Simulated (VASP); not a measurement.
# C (C2/m) in VASP: a series of runs, part 3 of 3

VASP 6.6.1. The steps go on from the part before.

## (7) Summary

| potentials or basis | gap on the mesh (eV) | pressure (GPa) | relaxed volume (Å³/atom) | largest force (eV/Å) |
| --- | --- | --- | --- | --- |
| VASP PAW PBE potentials, release 64 (C_GW) | 1.35 | 0.1 | 11.00 | 0.01 |
| VASP PAW PBE potentials, release 64 (C_h) | 1.13 | 0.0 | 9.85 | 0.01 |
| VASP PAW PBE potentials, release 64 (C_s) | 1.35 | 0.0 | 11.15 | 0.01 |
| VASP PAW PBE potentials, release 54 (C) | 1.29 | 0.0 | 10.67 | - |

Alike in all rows: task relaxation of cell and atoms; level PBE; no spin polarisation; cell relaxed; k mesh 13 × 13 × 8; cutoff (eV) 900; smearing fermi-dirac 0.05 eV.

Caveats: an odd mesh through Γ misses points on the zone boundary, where band edges often lie; the volume moved by over 15 % at a fixed basis, so the end points are rough (some runs); this functional lacks dispersion, which binds the layers, so the pressure and a relaxed spacing across them are unreliable, and here the layers came unbound (some runs); the cutoff is under 1.25 times the usual one of these potentials, so pressure, stress and relaxed cells hold a basis-set (Pulay) error (some runs); this functional lacks dispersion, which binds the layers, so the pressure and a relaxed spacing across them are unreliable (some runs).

Absolute energies hang on the potentials; compare differences alone.
